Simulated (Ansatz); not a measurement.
BeS built on the zincblende prototype, relaxed with r2SCAN. Space group F-43m (No. 216), cubic; conventional cell a = 4.869 Å, 14.43 Å³ an atom. Around Be lie 4 S at 2.11 Å; around S lie 4 Be at 2.11 Å.

```cif
data_structure
_symmetry_space_group_name_H-M 'F-43m'
_symmetry_Int_Tables_number 216
_cell_length_a 4.8686
_cell_length_b 4.8686
_cell_length_c 4.8686
_cell_angle_alpha 90.000
_cell_angle_beta 90.000
_cell_angle_gamma 90.000
_cell_volume 115.40
loop_
_atom_site_label
_atom_site_type_symbol
_atom_site_symmetry_multiplicity
_atom_site_Wyckoff_symbol
_atom_site_fract_x
_atom_site_fract_y
_atom_site_fract_z
_atom_site_occupancy
Be1 Be 4 a 0.00000 0.00000 0.00000 1
S1 S 4 d 0.25000 0.25000 0.75000 1
```

4 runs of Ansatz on this cell differ in the functional (and in the settings that go with it). Levels are in eV from each run's valence top; v1 is the last filled band, c1 the first empty one.

Run A, mean stress 0.0 GPa (compression positive):
```tsv
point	v2	v1	c1	c2
Γ	0.00	0.00	6.23	6.23
X	-2.68	-2.68	3.59	5.36
U	-4.14	-2.22	4.85	8.04
L	-1.04	-1.04	6.03	7.11
```

Run B, mean stress -0.9 GPa (compression positive):
```tsv
point	v2	v1	c1	c2
Γ	0.00	0.00	7.61	7.61
X	-2.86	-2.86	4.80	6.71
U	-4.43	-2.37	6.12	9.45
L	-1.12	-1.12	7.30	8.52
```

Run C, mean stress -0.9 GPa (compression positive):
```tsv
point	v2	v1	c1	c2
Γ	0.00	0.00	6.87	6.87
X	-2.83	-2.83	4.09	5.97
U	-4.38	-2.35	5.40	8.70
L	-1.11	-1.11	6.57	7.77
```

Run D, mean stress +0.4 GPa (compression positive):
```tsv
point	v2	v1	c1	c2
Γ	0.00	0.00	5.66	5.66
X	-2.60	-2.60	3.14	4.91
U	-4.03	-2.16	4.37	7.47
L	-1.02	-1.02	5.42	6.54
```

**Question.** Match the runs to PBE, r2SCAN, HSE06, PBE0.

**Answer.** A is r2SCAN, B is PBE0, C is HSE06, D is PBE. In order of the gap: PBE 3.14, r2SCAN 3.59, HSE06 4.09, PBE0 4.80 eV. The stress vanishes for r2SCAN, which relaxed the cell.

No spin polarisation and no zero-point or thermal motion.

The stress of a hybrid is loosely converged in these runs.

The meshes of the hybrids are coarse, so their gaps aren't converged to the digits shown.
